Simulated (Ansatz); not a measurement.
## ¹⁷O NMR of the central transition in SiO2

Cell: a COD entry (the cell was measured well above room temperature), its atoms then relaxed with PBE in this cell.

```cif
data_SiO2
_symmetry_space_group_name_H-M 'P4_12_12'
_symmetry_Int_Tables_number 92
_cell_length_a 4.9877
_cell_length_b 4.9877
_cell_length_c 6.9697
_cell_angle_alpha 90.000
_cell_angle_beta 90.000
_cell_angle_gamma 90.000
loop_
_atom_site_label
_atom_site_type_symbol
_atom_site_symmetry_multiplicity
_atom_site_Wyckoff_symbol
_atom_site_fract_x
_atom_site_fract_y
_atom_site_fract_z
Si Si 4 a 0.3034 0.3034 0.0000
O O 8 b 0.2376 0.1129 0.1833
```

One atom of each set is listed.

Level of theory: DFT, r2SCAN, plane waves and PAW, scalar-relativistic, 500 eV cutoff, Γ-centred 5×5×4 k-points, Fermi–Dirac smearing 0.02 eV (Ansatz 0.2.0).

¹⁷O has I = 5/2 and Q = -25.58 mb (Pyykkö 2018); at 21.1 T its Larmor frequency is ν₀ = 121.8 MHz. Only the quadrupole interaction is simulated: positions count from each site's isotropic chemical shift, and J coupling is left out, as are shift anisotropy and dipolar coupling, which fast spinning averages.

(1) Give C_Q, η, the quadrupolar product P_Q = |C_Q|(1 + η²/3)^½, the second-order isotropic shift and the breadth of the pattern (fast magic-angle spinning) for each O site.

## Answers

(1) 

```json
{"site": "O", "first shell": "2 Si at 1.63 Å, angle 144°", "C_Q (MHz)": "-5.81", "η": "0.18", "P_Q (MHz)": "5.85", "δ_QIS (ppm)": "-13.8", "breadth (kHz)": "3.78"}
```

δ_QIS = −(ν_Q²/30ν₀²)[I(I+1) − 3/4](1 + η²/3) × 10⁶ ppm with ν_Q = 3|C_Q|/[2I(2I−1)]; it falls as 1/B₀² in ppm, and the breadth as 1/B₀ in kHz.

At O V_zz runs parallel to the line that joins its two neighbours (within 1°).

The largest force is 0.3 eV/Å, so the atoms aren't at the calculated equilibrium and relaxing them would move these values.

The run took 35 s of wall time (35 s of CPU time) and 0.72 GiB at its peak, on 1 thread of Arm Neoverse V2 (aarch64; 8 cores open to the job, memory cap 2.5 GiB, no GPU), a shared host with a load of 0.7 a core.
